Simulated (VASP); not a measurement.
# CdF2 (Fm-3m) in VASP: further runs, part 2 of 2

VASP 6.6.1.

### Step 4. Relaxation of cell and atoms, PBE

Contents of INCAR:

```
PREC = Accurate ; ENCUT = 600
EDIFF = 1E-6 ; ISMEAR = 0
SIGMA = 0.0233 ; LREAL = F
LASPH = T ; NELM = 60
ALGO = Fast ; ISIF = 3
LWAVE = F ; LCHARG = F
GGA = PE ; IBRION = 2
NSW = 80 ; EDIFFG = -0.03
```

Contents of KPOINTS:

```
regular mesh
0
Gamma
  8 8 8
```

Contents of POSCAR:

```
CdF2
1.0
    0.0000000000      2.6971030000      2.6971030000
    2.6971030000      0.0000000000      2.6971030000
    2.6971030000      2.6971030000      0.0000000000
Cd F
1 2
Direct
    0.0000000000      0.0000000000      0.0000000000
    0.2500000000      0.2500000000      0.2500000000
    0.7500000000      0.7500000000      0.7500000000
```

Potentials or basis: VASP PAW PBE potentials, release 64 (Cd, F).

The run is started by

```console
> cat potpaw_PBE.64/Cd/POTCAR potpaw_PBE.64/F/POTCAR > POTCAR
> mpirun -np 1 vasp_std > vasp.out
```

OUTCAR:

```text
PREC = Accurate
   ENCUT = 600
   EDIFF = 1E-6
   ISMEAR = 0
   LREAL = F
   LASPH = T
   NELM = 60
   ISIF = 3
   GGA = PE
   IBRION = 2
   NSW = 80
   EDIFFG = -0.03

 ion  position               nearest neighbor table
   1  0.000  0.000  0.000-   3 2.34   3 2.34   3 2.34   2 2.34   3 2.34   2 2.34   2 2.34   2 2.34

   2  0.250  0.250  0.250-   1 2.34   1 2.34   1 2.34   1 2.34
   3  0.750  0.750  0.750-   1 2.34   1 2.34   1 2.34   1 2.34

  LATTYP: Found a face centered cubic cell.
 ALAT       =     5.3942060000

  Lattice vectors:

 A1 = (   0.0000000000,   2.6971030000,   2.6971030000)
 A2 = (   2.6971030000,   0.0000000000,   2.6971030000)
 A3 = (   2.6971030000,   2.6971030000,   0.0000000000)

Analysis of symmetry for initial positions (statically):
[... 259 lines left out ...]
  free energy    TOTEN  =       -10.90344190 eV

  energy without entropy =      -10.90344190  energy(sigma->0) =      -10.90344190

 E-fermi :  -1.6161     XC(G=0): -10.1088

 val. band max:       -1.7188930318   @ k =  -0.2500   0.5000   0.2500
 cond. band min:       1.1507004423   @ k =   0.0000   0.0000   0.0000
 fundamental gap:      2.8695934741
 Fermi energy:        -1.6161301296

 k-point     1 :       0.0000    0.0000    0.0000
  band No.  band energies     occupation
      1     -22.2290      2.00000
      2     -21.2721      2.00000
      3      -7.1890      2.00000
      4      -7.1890      2.00000
      5      -7.1890      2.00000
      6      -6.2122      2.00000
[... 457 lines left out ...]
      4      -6.7159      2.00000
      5      -6.2360      2.00000
      6      -6.2273      2.00000
[... 9 lines left out ...]
     16      10.7827      0.00000
     17      11.7962      0.00000

 [... further k-points ...]

------------------------ aborting loop because EDIFF is reached ----------------------------------------

  FORCE on cell =-STRESS in cart. coord.  units (eV):
  Direction    XX          YY          ZZ          XY          YZ          ZX
  --------------------------------------------------------------------------------------
  -------------------------------------------------------------------------------------
  Total       -0.0113369     -0.0113369     -0.0113369     -0.0000000      0.0000000     -0.0000000
  in kB       -0.4390425     -0.4390425     -0.4390425     -0.0000000      0.0000000     -0.0000000
  external PRESSURE =      -0.4390425 kB  Pullay stress =       0.0000000 kB
[... 18 lines left out ...]
  FREE ENERGIE OF THE ION-ELECTRON SYSTEM (eV)
  ---------------------------------------------------
  free  energy   TOTEN  =       -10.9034418977 eV

  energy  without entropy=      -10.9034418977  energy(sigma->0) =      -10.90344190

 reached required accuracy - stopping structural energy minimisation
```

CONTCAR:

```text
CdF2
   1.00000000000000
     0.0000000000000000    2.7450834602731295    2.7450834602731295
     2.7450834602731295   -0.0000000000000000    2.7450834602731295
     2.7450834602731295    2.7450834602731295   -0.0000000000000000
  Cd              F
     1     2
Direct
     0.0000000000000000    0.0000000000000000    0.0000000000000000
     0.2500000000000000    0.2500000000000000    0.2500000000000000
     0.7500000000000000    0.7500000000000000    0.7500000000000000

  0.00000000E+00  0.00000000E+00  0.00000000E+00
  0.00000000E+00  0.00000000E+00  0.00000000E+00
  0.00000000E+00  0.00000000E+00  0.00000000E+00
```

It took 32 s on 1 thread of Intel Xeon Platinum 8559C (Emerald Rapids), shared host; peak memory 0.18 GiB.

What came out:

| Item | Value |
| --- | --- |
| Free energy | -10.9034 eV |
| Relaxed volume | 13.79 Å³/atom |
| Relaxed cell | a = 3.882 Å, b = 3.882 Å, c = 3.882 Å, α = 60.00°, β = 60.00°, γ = 60.00° |
| Space group after relaxing (to 0.05 Å) | Fm-3m (No. 225) |
| Energy gained by relaxing | 11.7 meV/atom |
| Ionic steps | 3 |
| Pressure after relaxing | 0.0 GPa |
| Band gap on the k mesh | 2.87 eV, indirect (least direct gap 3.43 eV) |

Step by step:
| step | energy change (eV) | largest force (eV/Å) | pressure (GPa) | volume (Å³) |
| --- | --- | --- | --- | --- |
| 1 | 0.0000 | 0.0000 | 5.54 | 39.24 |
| 2 | -0.0334 | 0.0000 | -1.04 | 41.87 |
| 3 | -0.0351 | 0.0000 | -0.04 | 41.37 |

Final structure:
```cif
data_structure
_symmetry_space_group_name_H-M 'P 1'
_symmetry_Int_Tables_number 1
_cell_length_a 3.8821
_cell_length_b 3.8821
_cell_length_c 3.8821
_cell_angle_alpha 60.000
_cell_angle_beta 60.000
_cell_angle_gamma 60.000
_cell_volume 41.37
loop_
_atom_site_label
_atom_site_type_symbol
_atom_site_fract_x
_atom_site_fract_y
_atom_site_fract_z
_atom_site_occupancy
Cd1 Cd 0.00000 0.00000 0.00000 1
F1 F 0.25000 0.25000 0.25000 1
F2 F 0.75000 0.75000 0.75000 1
```

Levels at points of the mesh, in eV from the valence-band top:
```
           k point  band 11  band 12  band 13  band 14  band 15  band 16
(0.00, 0.00, 0.00)    -0.56    -0.56    -0.56     2.87    12.43    12.43
(0.50, 0.00, 0.00)    -1.64    -0.43    -0.43     6.75     8.97    14.01
(0.50, 0.50, 0.00)    -0.40    -0.08    -0.08     7.54     9.35    11.80
```

A k mesh can miss the band edges. Zero-point motion and thermal expansion aren't in these numbers.

### Step 5. Summary

```csv
task,cell,cutoff (eV),gap on the mesh (eV),pressure (GPa)
single point,"Fm-3m, 13.08 Å³/atom",520,3.06,5.8
single point,"Fm-3m, 13.72 Å³/atom",520,2.89,0.5
relaxation of cell and atoms,relaxed,600,2.87,0.0
```

Alike in all rows: level PBE; potentials or basis VASP PAW PBE potentials, release 64 (Cd, F); no spin polarisation; k mesh 8 × 8 × 8; smearing gaussian 0.0233 eV.

Absolute energies hang on the potentials; compare differences alone.
